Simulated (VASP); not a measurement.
# Si: self-consistent run, by functional and exact exchange

Si, Fd-3m (no. 227), 2 atoms in the cell.

| Functional | Exact exchange | Pressure (GPa) | Gap on the mesh (eV) | Time (s) |
|---|---|---|---|---|
| B3LYP | 0.2 | 2.52 | 2.050 | 13 |
| hAPBE | 0.2 | 0.42 | 1.809 | 13 |
| PBEmol0 | 0.25 | 0.22 | 2.125 | 12 |
| PBEsol0 | 0.25 | -1.29 | 1.980 | 12 |
| HSE06 | 0.25 | 0.27 | 1.372 | 17 |
| HSE12s | 0.425 | -0.13 | 1.323 | 16 |
| mPW1K | 0.428 | -1.55 | 3.119 | 13 |
| BHandHLYP | 0.5 | 0.43 | 3.818 | 13 |

Limits: the k mesh is coarse, so the gap and the pressure can be far off.

## Input of the first row

INCAR.step1:
```
PREC = Accurate
ENCUT = 450
EDIFF = 1E-5
ISMEAR = 0
SIGMA = 0.02
LREAL = F
LASPH = T
ALGO = Normal
NELM = 100
ISIF = 2
LWAVE = T
LCHARG = F
GGA = PE
```

INCAR.step2:
```
PREC = Accurate
ENCUT = 450
EDIFF = 1E-6
ISMEAR = 0
SIGMA = 0.02
LREAL = F
LASPH = T
ALGO = Normal
NELM = 100
ISIF = 2
LWAVE = F
LCHARG = F
ISTART = 1
LHFCALC = T
AEXX = 0.2
PRECFOCK = Fast
GGA = LIBXC
LIBXC1 = HYB_GGA_XC_B3LYP
```

KPOINTS:
```
k-points
0
Gamma
  4 4 4
```

POSCAR:
```
Si
1.0
    0.0000000000      2.7218511865      2.7218511865
    2.7218511865      0.0000000000      2.7218511865
    2.7218511865      2.7218511865      0.0000000000
Si
2
Direct
    0.5000000000      0.5000000000      0.5000000000
    0.7500000000      0.7500000000      0.7500000000
```

Commands (each step's output is kept before the next begins):
```
cat potpaw_PBE.64/Si/POTCAR > POTCAR
cp INCAR.step1 INCAR
mpirun -np 1 vasp_std > vasp.out
cp INCAR.step2 INCAR
mpirun -np 1 vasp_std > vasp.out
```

Changes of the last row against the first:
```
(step 2)
- AEXX = 0.2
- LIBXC1 = HYB_GGA_XC_B3LYP
+ AEXX = 0.5
+ LIBXC1 = HYB_GGA_XC_BHANDHLYP
```

VASP 6.6.1 took 13 s on 1 core (Intel Xeon 6975P-C (Granite Rapids)), a shared host.
